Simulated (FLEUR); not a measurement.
# Sn (Fd-3m) in FLEUR: a series of runs

Runs on Sn. Level: PBE. Tasks: band structure, equation of state.

Program: FLEUR MaX-R8.1 (later development tree). These are calculated values, not measurements. Logs are shortened: lines on timing, memory, paths and dates and some standing lists are left out, and cuts for length are marked.

## (1) The crystal as given

Symmetry: Fd-3m, No. 227, cubic system. The conventional cell has a = 6.467 Å, b = 6.467 Å, c = 6.467 Å, α = 90.00°, β = 90.00°, γ = 90.00°. Sn (site symmetry -43m) is surrounded by 4 Sn at 2.80 Å.

This isn't the form of Sn at room conditions, which is tetragonal (white tin).

## (2) Band structure, PBE

Contents of inp.xml:

```xml
<?xml version="1.0" encoding="UTF-8" standalone="no"?>
<fleurInput fleurInputVersion="0.39">
   <comment>
      Sn                                                                                                  
   </comment>
   <calculationSetup>
      <cutoffs Kmax="4.5" Gmax="22.5" GmaxXC="22.5" numbands="0"/>
      <scfLoop itmax="60" minDistance="0.00001" maxIterBroyd="15" imix="Anderson" alpha="0.05" precondParam="0.0" spinf="2.0" sdNocoIR="T"/>
      <coreElectrons ctail="T" frcor="F" kcrel="0" coretail_lmax="0"/>
      <xcFunctional name="pbe" relativisticCorrections="F"/>
      <magnetism jspins="1"/>
      <soc l_soc="F" theta="0.0" phi="0.0" spav="F"/>
      <expertModes spex="0" secvar="F"/>
      <geometryOptimization l_f="F" forcealpha="1.0" forcemix="BFGS" epsdisp="0.00001" epsforce="0.00001"/>
      <ldaU l_linMix="F" mixParam="0.05" spinf="1.0"/>
   </calculationSetup>
   <cell>
      <bzIntegration valenceElectrons="44.0" mode="hist" fermiSmearingEnergy="0.00183747">
         <kPointListSelection listName="default-1"/>
         <!-- k-points included here -->
         <xi:include xmlns:xi="http://www.w3.org/2001/XInclude" href="kpts.xml"> </xi:include>
      </bzIntegration>
      <!-- symmetry operations included here -->
      <xi:include xmlns:xi="http://www.w3.org/2001/XInclude" href="sym.xml"> </xi:include>
      <bulkLattice scale="1.0">
         <bravaisMatrix>
            <row-1>    0.0000000000000000     6.1101323589473129     6.1101323589473129</row-1>
            <row-2>    6.1101323589473129     0.0000000000000000     6.1101323589473129</row-2>
            <row-3>    6.1101323589473129     6.1101323589473129     0.0000000000000000</row-3>
         </bravaisMatrix>
      </bulkLattice>
   </cell>
   <atomSpecies>
      <species name="Tin (Sn)" element="Sn" atomicNumber="50">
         <mtSphere radius="2.45" gridPoints="811" logIncrement="0.016"/>
         <atomicCutoffs lmax="9" lnonsphr="7"/>
         <electronConfig flipSpins="F">
            <coreConfig>(1s1/2) (2s1/2) (2p1/2) (2p3/2) (3s1/2) (3p1/2) (3p3/2) (3d3/2) (3d5/2)</coreConfig>
            <valenceConfig>(4s1/2) (4p1/2) (4p3/2) (5s1/2) (4d3/2) (4d5/2) (5p1/2) (5p3/2)</valenceConfig>
            <stateOccupation state="(5p1/2)" spinUp="0.333333" spinDown="0.333333"/>
            <stateOccupation state="(5p3/2)" spinUp="0.666667" spinDown="0.666667"/>
         </electronConfig>
         <energyParameters s="5" p="5" d="4" f="4"/>
         <lo type="SCLO" l="0" n="4" eDeriv="0"/>
         <lo type="SCLO" l="1" n="4" eDeriv="0"/>
         <lo type="SCLO" l="1" n="4" eDeriv="1"/>
         <lo type="SCLO" l="2" n="4" eDeriv="2"/>
         <lo type="SCLO" l="3" n="4" eDeriv="2"/>
      </species>
   </atomSpecies>
   <atomGroups>
      <atomGroup species="Tin (Sn)">
         <relPos label="                   1">-3.000/8.000 -3.000/8.000 -3.000/8.000</relPos>
         <relPos label="                   2">3.000/8.000 3.000/8.000 3.000/8.000</relPos>
         <force calculate="T" relaxXYZ="TTT"/>
      </atomGroup>
   </atomGroups>
   <output dos="F" band="F" slice="F">
      <checks vchk="F" cdinf="F"/>
      <bandDOS minEnergy="-.5*Htr" maxEnergy="0.5*Htr" sigma="0.015" storeEVData="T"/>
      <vacuumDOS vacdos="F" integ="F" star="F" nstars="0" locx1="0.0" locy1="0.0" locx2="0.0" locy2="0.0" nstm="0" tworkf="0.0"/>
      <unfoldingBand unfoldBand="F" supercellX="1" supercellY="1" supercellZ="1"/>
      <plotting iplot="0" polar="F">
         <plot TwoD="T" vec1="  1.0  0.0  0.0" vec2="  0.0  1.0  0.0" vec3="  0.0  0.0  1.0" zero="  0.0  0.0  0.0" file="plot"/>
      </plotting>
      <chargeDensitySlicing numkpt="0" minEigenval="0.0" maxEigenval="0.0" nnne="0" pallst="F"/>
      <specialOutput eonly="F"/>
      <moessbauerParams electricFieldGradient="T" isomerShift="T" coreHyperfine="T" valenceHyperfine="T"/>
      <magneticCircularDichroism mcd="F" energyLo="-10.0" energyUp="0.0"/>
   </output>
  <!-- We include the file relax.xml here to enable relaxations (see documentation) -->
  <xi:include xmlns:xi="http://www.w3.org/2001/XInclude" href="relax.xml"> <xi:fallback/> </xi:include>
</fleurInput>
```

Contents of crystal.txt:

```
Sn
&input cartesian=F /
0.0000000000  3.2333428000  3.2333428000
3.2333428000  0.0000000000  3.2333428000
3.2333428000  3.2333428000  0.0000000000
1.8897261246
1.0 1.0 1.0

2
50 0.7500000000  0.7500000000  0.7500000000
50 0.5000000000  0.5000000000  0.5000000000

&kpt div1=7 div2=7 div3=7 gamma=T /
```

Contents of inp.xml (bands):

```
<?xml version="1.0" encoding="UTF-8" standalone="no"?>
<fleurInput fleurInputVersion="0.39">
   <comment>
      Sn                                                                                                  
   </comment>
   <calculationSetup>
      <cutoffs Kmax="4.5" Gmax="22.5" GmaxXC="22.5" numbands="0"/>
      <scfLoop itmax="60" minDistance="0.00001" maxIterBroyd="15" imix="Anderson" alpha="0.05" precondParam="0.0" spinf="2.0" sdNocoIR="T"/>
      <coreElectrons ctail="T" frcor="F" kcrel="0" coretail_lmax="0"/>
      <xcFunctional name="pbe" relativisticCorrections="F"/>
      <magnetism jspins="1"/>
      <soc l_soc="F" theta="0.0" phi="0.0" spav="F"/>
      <expertModes spex="0" secvar="F"/>
      <geometryOptimization l_f="F" forcealpha="1.0" forcemix="BFGS" epsdisp="0.00001" epsforce="0.00001"/>
      <ldaU l_linMix="F" mixParam="0.05" spinf="1.0"/>
   </calculationSetup>
   <cell>
      <bzIntegration valenceElectrons="44.0" mode="hist" fermiSmearingEnergy="0.00183747">
         <kPointListSelection listName="path-1"/>
         <!-- k-points included here -->
         <xi:include xmlns:xi="http://www.w3.org/2001/XInclude" href="kpts.xml"> </xi:include>
      </bzIntegration>
      <!-- symmetry operations included here -->
      <xi:include xmlns:xi="http://www.w3.org/2001/XInclude" href="sym.xml"> </xi:include>
      <bulkLattice scale="1.0">
         <bravaisMatrix>
            <row-1>    0.0000000000000000     6.1101323589473129     6.1101323589473129</row-1>
            <row-2>    6.1101323589473129     0.0000000000000000     6.1101323589473129</row-2>
            <row-3>    6.1101323589473129     6.1101323589473129     0.0000000000000000</row-3>
         </bravaisMatrix>
      </bulkLattice>
   </cell>
   <atomSpecies>
      <species name="Tin (Sn)" element="Sn" atomicNumber="50">
         <mtSphere radius="2.45" gridPoints="811" logIncrement="0.016"/>
         <atomicCutoffs lmax="9" lnonsphr="7"/>
         <electronConfig flipSpins="F">
            <coreConfig>(1s1/2) (2s1/2) (2p1/2) (2p3/2) (3s1/2) (3p1/2) (3p3/2) (3d3/2) (3d5/2)</coreConfig>
            <valenceConfig>(4s1/2) (4p1/2) (4p3/2) (5s1/2) (4d3/2) (4d5/2) (5p1/2) (5p3/2)</valenceConfig>
            <stateOccupation state="(5p1/2)" spinUp="0.333333" spinDown="0.333333"/>
            <stateOccupation state="(5p3/2)" spinUp="0.666667" spinDown="0.666667"/>
         </electronConfig>
         <energyParameters s="5" p="5" d="4" f="4"/>
         <lo type="SCLO" l="0" n="4" eDeriv="0"/>
         <lo type="SCLO" l="1" n="4" eDeriv="0"/>
         <lo type="SCLO" l="1" n="4" eDeriv="1"/>
         <lo type="SCLO" l="2" n="4" eDeriv="2"/>
         <lo type="SCLO" l="3" n="4" eDeriv="2"/>
      </species>
   </atomSpecies>
   <atomGroups>
      <atomGroup species="Tin (Sn)">
         <relPos label="                   1">-3.000/8.000 -3.000/8.000 -3.000/8.000</relPos>
         <relPos label="                   2">3.000/8.000 3.000/8.000 3.000/8.000</relPos>
         <force calculate="T" relaxXYZ="TTT"/>
      </atomGroup>
   </atomGroups>
   <output dos="F" band="T" slice="F">
      <checks vchk="F" cdinf="F"/>
      <bandDOS minEnergy="-.5*Htr" maxEnergy="0.5*Htr" sigma="0.015" storeEVData="T"/>
      <vacuumDOS vacdos="F" integ="F" star="F" nstars="0" locx1="0.0" locy1="0.0" locx2="0.0" locy2="0.0" nstm="0" tworkf="0.0"/>
      <unfoldingBand unfoldBand="F" supercellX="1" supercellY="1" supercellZ="1"/>
      <plotting iplot="0" polar="F">
         <plot TwoD="T" vec1="  1.0  0.0  0.0" vec2="  0.0  1.0  0.0" vec3="  0.0  0.0  1.0" zero="  0.0  0.0  0.0" file="plot"/>
      </plotting>
      <chargeDensitySlicing numkpt="0" minEigenval="0.0" maxEigenval="0.0" nnne="0" pallst="F"/>
      <specialOutput eonly="F"/>
      <moessbauerParams electricFieldGradient="T" isomerShift="T" coreHyperfine="T" valenceHyperfine="T"/>
      <magneticCircularDichroism mcd="F" energyLo="-10.0" energyUp="0.0"/>
   </output>
  <!-- We include the file relax.xml here to enable relaxations (see documentation) -->
  <xi:include xmlns:xi="http://www.w3.org/2001/XInclude" href="relax.xml"> <xi:fallback/> </xi:include>
</fleurInput>
```

Potentials or basis: all-electron, FLAPW.

Command:

```bash
inpgen -f crystal.txt -profile moderate
# inp.xml edited to the form shown
fleur_MPI
fleur_MPI   # second run, on inp.xml (bands)
```

Log:

```text
Welcome to FLEUR        (www.flapw.de)
      MaX-Release 8.1          (www.max-centre.eu)

 ========== k-point set info ==========
 Selected k-point list: default-1
 k-point list type: mesh
 7 x 7 x 7
 Number of k points: 20

 ------------Calculation Setup---------------------------
 Number of MPI-tasks      :            1
 Number of PE/node        :            1
 Number of OMP-threads    :            1
 Most efficient MPI parallelization for:
           1           2           4           5          10          20
 Additional eigenvalue parallelization possible
 Number of basis functions:          795
 Approximate size of matrices (H+S) per k-point:         0.009 GB
 --------------------------------------------------------
 Iteration:     1   Distance:       5.21698836 me/bohr^3
 Iteration:     2   Distance:       4.90300696 me/bohr^3
 Iteration:     3   Distance:       1.56299599 me/bohr^3
 Iteration:     4   Distance:       0.21220133 me/bohr^3
 Iteration:     5   Distance:       0.18816402 me/bohr^3
 Iteration:     6   Distance:       0.02351275 me/bohr^3
 Iteration:     7   Distance:       0.01969251 me/bohr^3
 Iteration:     8   Distance:       0.00546708 me/bohr^3
 Iteration:     9   Distance:       0.00062814 me/bohr^3
 Iteration:    10   Distance:       0.00067405 me/bohr^3
 Iteration:    11   Distance:       0.00004440 me/bohr^3
 Iteration:    12   Distance:       0.00001252 me/bohr^3
 Iteration:    13   Distance:       0.00000314 me/bohr^3

 ********************************************************************
 Run finished successfully
 Stop message:
   all done
 ********************************************************************
```

output (bands):

```text
Welcome to FLEUR        (www.flapw.de)
      MaX-Release 8.1          (www.max-centre.eu)

 ========== k-point set info ==========
 Selected k-point list: path-1
 k-point list type: path
 Number of k points: 60

 ------------Calculation Setup---------------------------
 Number of MPI-tasks      :            1
 Number of PE/node        :            1
 Number of OMP-threads    :            1
 Most efficient MPI parallelization for:
           1           2           3           4           5           6          10          12          15          20          30          60
 Additional eigenvalue parallelization possible
 Number of basis functions:          795
 Approximate size of matrices (H+S) per k-point:         0.009 GB
 --------------------------------------------------------
 Fermi energy correction for metals:
 Fermi energy in bands.* files may not be consistent with last density.
 Please correct it manually (e.g. in band.gnu file).

 Note: Band structure data (together with different weights) is also stored in the banddos.hdf file.
       A convenient way of extracting and plotting the data from that file is by making use of the

 ********************************************************************
 Run finished successfully
 Stop message:
   Charge density postprocessing done.
 ********************************************************************
```

out.xml (last iteration):

```text
<iteration numberForCurrentRun="   13" overallNumber="   13">
         <energyParameters units="Htr">
            <atomicEP atomType="1" spin="1" branch="5s" branchLowest="-4.54" branchHighest="0.90" value="-0.0998084086"/>
            <atomicEP atomType="1" spin="1" branch="5p" branchLowest="-2.91" branchHighest="1.60" value="0.0986120375"/>
            <atomicEP atomType="1" spin="1" branch="4d" branchLowest="-17.00" branchHighest="-0.51" value="-0.5572256907"/>
            <atomicEP atomType="1" spin="1" branch="4f" branchLowest="-9.99" branchHighest="1.89" value="0.4371118756"/>
            <loAtomicEP atomType="1" spin="1" branch="4s" branchLowest="-30.66" branchHighest="-4.54" value="-4.5392854580"/>
            <loAtomicEP atomType="1" spin="1" branch="4p" branchLowest="-25.27" branchHighest="-2.91" value="-2.9224499129"/>
            <loAtomicEP atomType="1" spin="1" branch="4p" branchLowest="-25.27" branchHighest="-2.91" value="-2.9224499129"/>
            <loAtomicEP atomType="1" spin="1" branch="4d" branchLowest="-17.00" branchHighest="-0.51" value="-0.5698849740"/>
            <loAtomicEP atomType="1" spin="1" branch="4f" branchLowest="-9.99" branchHighest="1.89" value="0.4371144131"/>
         </energyParameters>
         <eigenvalues>
            <eigenvaluesAt spin="1" ikpt="1" k_x="0.00000000" k_y="0.00000000" k_z="0.00000000">
                      -4.5393408444       -4.5392226985       -2.9142514402       -2.9142514402       -2.9142514402
                      -2.9137046694       -2.9137046694       -2.9137046694       -0.5788541378       -0.5788541378
                      -0.5788541378       -0.5766228952       -0.5766228952       -0.5649163009       -0.5649163009
                      -0.5649163009       -0.5645580046       -0.5645580046       -0.1733643271        0.1985083752
                       0.2221965739        0.2221965739        0.2221965739        0.2984496014        0.2984496014
                       0.2984496014        0.4040729237        0.5126094388        0.5126094388        0.5254103474
                       0.5254103474        0.5254103474        0.6195059128        0.8701676064
            </eigenvaluesAt>
            <eigenvaluesAt spin="1" ikpt="2" k_x="0.00000000" k_y="0.00000000" k_z="0.14285714">
                      -4.5393365217       -4.5392270426       -2.9142580861       -2.9142580861       -2.9142398469
                      -2.9137159925       -2.9136978462       -2.9136978462       -0.5793523403       -0.5793523403
                      -0.5786717548       -0.5759083377       -0.5759083377       -0.5658763781       -0.5658763781
[... 44 lines left out ...]
         </coreStates>
         <allElectronCharges>
            <spinDependentCharge spin="1" total="100.0000000" interstitial="4.3029989" mtSpheres="95.6970011"/>
            <totalCharge value="99.9999999991"/>
         </allElectronCharges>
         <moessbauerParams unitsHFF="kG" unitsIS="e/bohr^3" unitsEFG="Htr/bohr^2">
            <coreIsomerShift atomType="1" isTotal="193625.68816">
               <shell n="1" l="0" isomerShift="169345.52904"/>
               <shell n="2" l="0" isomerShift="19846.74860"/>
               <shell n="2" l="1" isomerShift="477.90135"/>
               <shell n="3" l="0" isomerShift="3855.27350"/>
               <shell n="3" l="1" isomerShift="100.23566"/>
               <shell n="3" l="2" isomerShift="0.00002"/>
            </coreIsomerShift>
            <isomerShift atomType="1" nucleusRadius="0.0001161" averageDensity="194467.50277"/>
            <electricFieldGradient atomType="1" VXX="0.00000" VYY="0.00000" VZZ="0.00000" asymParam="0.00000">
            </electricFieldGradient>
         </moessbauerParams>
         <totalEnergy                                    value="   -12358.1720869683" units="Htr">
            <sumOfEigenvalues                            value="    -7463.4503231320">
               <coreElectrons value="-7399.2650465800"/>
               <valenceElectrons value="-64.1852765520"/>
            </sumOfEigenvalues>
            <densityCoulombPotentialIntegral value="-20042.7089526829"/>
            <densityEffectivePotentialIntegral value="-20474.3418146003"/>
            <chargeDenXCDenIntegral value="-330.7494846465"/>
            <FockExchangeEnergyValence value="0.0000000000"/>
            <FockExchangeEnergyCore value="0.0000000000"/>
            <atomTypeDependentContributions atomType="1">
               <electronNucleiInteractionDifferentMTs value="14967.4302658746"/>
               <MadelungTerm value="-49.5293515740"/>
            </atomTypeDependentContributions>
            <tkbTimesEntropy value="0.0000637619"/>
            <freeEnergy value="-12358.1721507302"/>
            <extrapolationTo0K value="-12358.1721188492"/>
         </totalEnergy>
         <densityConvergence units="me/bohr^3">
            <chargeDensity spin="1" distance="0.0000031408"/>
         </densityConvergence>
      </iteration>
```

It took 78 s on 1 thread of Arm Neoverse V1, shared host; peak memory 0.14 GiB.

Results:

* Free energy: -336282.9957 eV
* Band gap along the path: none (metal or under the smearing width)
* Valence electrons inside the program's atomic spheres: Sn 19.85 (radii Sn 2.45 bohr)

Levels at the corners of the path, in eV from the Fermi level:
```
point  band 19  band 20  band 21  band 22  band 23  band 24  band 25  band 26
    Γ   -10.66    -0.54     0.10     0.10     0.10     2.18     2.18     2.18
    X    -7.53    -7.53    -2.48    -2.48     0.83     0.83     7.81     7.81
    W    -7.47    -7.47    -3.07    -3.07     3.48     3.48     4.06     4.06
    K    -7.94    -7.04    -3.41    -2.12     1.11     3.40     5.83     6.06
    Γ   -10.66    -0.54     0.10     0.10     0.10     2.18     2.18     2.18
    L    -9.02    -6.32    -1.12    -1.12     0.03     3.25     3.25     5.66
    U    -7.94    -7.04    -3.41    -2.12     1.11     3.40     5.83     6.06
    W    -7.47    -7.47    -3.07    -3.07     3.48     3.48     4.06     4.06
    L    -9.02    -6.32    -1.12    -1.12     0.03     3.25     3.25     5.66
    K    -7.94    -7.04    -3.41    -2.12     1.11     3.40     5.83     6.06
    U    -7.94    -7.04    -3.41    -2.12     1.11     3.40     5.83     6.06
    X    -7.53    -7.53    -2.48    -2.48     0.83     0.83     7.81     7.81
```

Core levels (eV from the Fermi level):
```csv
atom,levels
1 Sn,"1s1/2 -28991.3, 2s1/2 -4371.7, 2p1/2 -4083.2, 2p3/2 -3852.5, 3s1/2 -840.2, 3p1/2 -723.0, 3p3/2 -680.9, 3d3/2 -473.8, 3d5/2 -465.1"
2 Sn,"1s1/2 -28991.3, 2s1/2 -4371.7, 2p1/2 -4083.2, 2p3/2 -3852.5, 3s1/2 -840.2, 3p1/2 -723.0, 3p3/2 -680.9, 3d3/2 -473.8, 3d5/2 -465.1"
```

Caveat: spin-orbit coupling is left out, which moves the levels of the heavy elements.

## (3) Equation of state, PBE, 31.77 Å³/atom (volume scaled by 0.94)

Changes to inp.xml since step 2:

```diff
@@ -24,3 +24,3 @@
       <xi:include xmlns:xi="http://www.w3.org/2001/XInclude" href="sym.xml"> </xi:include>
-      <bulkLattice scale="1.0">
+      <bulkLattice scale="0.9795861087">
          <bravaisMatrix>
@@ -34,3 +34,3 @@
       <species name="Tin (Sn)" element="Sn" atomicNumber="50">
-         <mtSphere radius="2.45" gridPoints="811" logIncrement="0.016"/>
+         <mtSphere radius="2.38" gridPoints="811" logIncrement="0.016"/>
          <atomicCutoffs lmax="9" lnonsphr="7"/>
```

Potentials or basis: all-electron, FLAPW.

Command:

```bash
inpgen -f crystal.txt -profile moderate
# inp.xml edited to the form shown
fleur_MPI
```

Run time: 63 s. Hardware: 1 thread of Arm Neoverse V1, shared host; peak memory 0.14 GiB.

It converged, with:

- Free energy: -336282.8503 eV
- Band gap on the k mesh: none (metal or under the smearing width)
- Valence electrons inside the program's atomic spheres: Sn 19.70 (radii Sn 2.38 bohr)

[end of part 1 of 2]
